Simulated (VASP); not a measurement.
A run of VASP 6.6.1 is set up as follows.

Contents of INCAR:

```
PREC = Accurate
ENCUT = 600
EDIFF = 1E-7
ISMEAR = 0
SIGMA = 0.03
LREAL = False
LASPH = True
NELM = 80
ALGO = Normal
ISIF = 3
LWAVE = False
LCHARG = False
GGA = PS
IBRION = 2
NSW = 90
EDIFFG = -0.005
LATTICE_CONSTRAINTS = .TRUE. .TRUE. .FALSE.
```

Contents of KPOINTS:

```
regular mesh
0
Gamma
  12 12 1
```

File POSCAR:

```
Te2Mo                                   
1.0
    3.4907229253     -0.0000000000      0.0000000000
   -1.7453614626      3.0230547352      0.0000000000
    0.0000000000      0.0000000000     21.6051888000
  Te              Mo            
     2     1
Direct
     0.3333333300000021    0.6666666699999979    0.4164255407728450
     0.3333333300000021    0.6666666699999979    0.5835744592271551
     0.6666666699999979    0.3333333300000021    0.5000000000000000
```

Potentials or basis: VASP PAW PBE potentials, release 64 (Te, Mo_sv).

The run is started by

```bash
$ cat potpaw_PBE.64/Te/POTCAR potpaw_PBE.64/Mo_sv/POTCAR > POTCAR
$ mpirun -np 1 vasp_std > vasp.out
```

Estimate the band gap on the k mesh.

1.21 eV, direct.

Final structure:
```xyz
3
Lattice="3.4907 0.0000 0.0000 -1.7454 3.0231 0.0000 0.0000 0.0000 21.6052" Properties=species:S:1:pos:R:3 pbc="T T T"
Te    0.0000    2.0154    8.9970
Te    0.0000    2.0154   12.6082
Mo    1.7454    1.0077   10.8026
```

Caveat: the relaxation stopped at its first step, so nothing moved; spin-orbit coupling is left out, which moves the levels of the heavy elements. Expect the measured gap to be larger: semilocal functionals such as PBEsol lack the derivative discontinuity.
